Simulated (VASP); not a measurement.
A run of VASP 6.6.1:

INCAR

```
PREC = Accurate
ENCUT = 520
EDIFF = 1E-6
ISMEAR = 0
SIGMA = 0.011
LREAL = False
LASPH = True
NELM = 60
ALGO = Normal
ISIF = 2
LWAVE = False
LCHARG = False
GGA = PE
```

KPOINTS

```
regular mesh
0
Gamma
  10 10 10
```

POSCAR

```
ZrN
1.0
    0.0000000000      2.3000000000      2.3000000000
    2.3000000000      0.0000000000      2.3000000000
    2.3000000000      2.3000000000      0.0000000000
Zr N
1 1
Direct
    0.5000000000      0.5000000000      0.5000000000
    0.0000000000      0.0000000000      0.0000000000
```

Potentials or basis: VASP PAW PBE potentials, release 64 (Zr_sv, N).

Run with:

```bash
$ cat potpaw_PBE.64/Zr_sv/POTCAR potpaw_PBE.64/N/POTCAR > POTCAR
$ mpirun -np 1 vasp_std > vasp.out
```

Hardware: 1 thread of Intel(R) Xeon(R) 6975P-C (Granite Rapids), with other jobs on the host.

Q: How long does it take, and how much memory?

A: Wall time 7.1 s on 1 thread of Intel(R) Xeon(R) 6975P-C (Granite Rapids), on a shared host, peak memory 0.14 GiB. Counts: scf iterations 13, k points 47.
